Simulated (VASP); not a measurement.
InSb in VASP 6.6.1, single-point calculation

INCAR

```
NSW = 0
PREC = Accurate
EDIFF = 1E-9
ISIF = 2
SIGMA = 0.02
IBRION = -1
GGA = PE
LWAVE = .FALSE.
LREAL = .FALSE.
ENCUT = 520
LASPH = .TRUE.
LCHARG = .FALSE.
ISMEAR = -1
NELM = 120
NBANDS = 16
```

KPOINTS

```
KPOINTS created by Atomic Simulation Environment
0
Gamma
6 6 6
0 0 0
```

POSCAR

```
In Sb
 1.0000000000000000
     0.0000000000000000    3.3451032681999999    3.2078164390000001
     3.3451032681999999    0.0000000000000000    3.2078164390000001
     3.3451032681999999    3.3451032681999999    0.0000000000000000
 In  Sb
   1   1
Cartesian
  0.0000000000000000  0.0000000000000000  0.0000000000000000
  1.6725516340999997  1.6725516340999997  1.6039082194999998
```

The recommended PBE PAW datasets give the neutral cell 18 valence electrons.

Command

```
mpirun -np 1 vasp_std
```

**Question.** Predict the outcome of this run.

**Answer.** It converged. Results: gap between bands v and c on the k mesh 0.18 eV; least direct gap on the k mesh 0.18 eV; pressure 0.7 GPa. Band v is the last that the valence electrons fill when counted band by band, and c is the next.

OSZICAR

```
N       E                     dE             d eps       ncg     rms          rms(c)
DAV:   1     0.115858334868E+03    0.11586E+03   -0.79921E+03   960   0.110E+03
DAV:   2     0.515937919773E+00   -0.11534E+03   -0.11123E+03  1104   0.285E+02
DAV:   3    -0.680586508372E+01   -0.73218E+01   -0.72999E+01  1216   0.738E+01
DAV:   4    -0.701515717430E+01   -0.20929E+00   -0.20924E+00  1264   0.144E+01
DAV:   5    -0.702655070027E+01   -0.11394E-01   -0.11393E-01  1448   0.276E+00    0.382E+00
DAV:   6    -0.693286732601E+01    0.93683E-01   -0.15317E-01  1408   0.571E+00    0.222E+00
DAV:   7    -0.692158899895E+01    0.11278E-01   -0.64445E-02  1248   0.226E+00    0.598E-01
DAV:   8    -0.692279787558E+01   -0.12089E-02   -0.73759E-03  1280   0.954E-01    0.227E-01
DAV:   9    -0.692349477656E+01   -0.69690E-03   -0.98060E-04  1208   0.266E-01    0.754E-02
DAV:  10    -0.692354081313E+01   -0.46037E-04   -0.50679E-05  1352   0.469E-02    0.370E-02
DAV:  11    -0.692358538157E+01   -0.44568E-04   -0.82729E-05  1152   0.559E-02    0.252E-02
DAV:  12    -0.692358675518E+01   -0.13736E-05   -0.14244E-06  1232   0.751E-03    0.777E-03
DAV:  13    -0.692358749556E+01   -0.74038E-06   -0.14814E-06  1176   0.643E-03    0.399E-03
DAV:  14    -0.692358721775E+01    0.27780E-06   -0.72564E-08  1304   0.207E-03    0.129E-03
DAV:  15    -0.692358721451E+01    0.32492E-08   -0.14310E-08  1168   0.664E-04    0.438E-04
DAV:  16    -0.692358727176E+01   -0.57260E-07   -0.12919E-09  1136   0.314E-04    0.561E-05
DAV:  17    -0.692358727398E+01   -0.22130E-08   -0.12456E-10  1024   0.890E-05    0.810E-05
DAV:  18    -0.692358726531E+01    0.86682E-08   -0.40081E-11   720   0.657E-05    0.196E-05
DAV:  19    -0.692358726583E+01   -0.52319E-09   -0.79846E-12   736   0.408E-05
   1 F= -.69235873E+01 E0= -.69235729E+01  d E =-.287279E-04
```

For comparison, a separate PBE run of the intended cell, on usual settings and not on those above, gives a gap of 0.18 eV on its mesh and a pressure of 0.7 GPa.
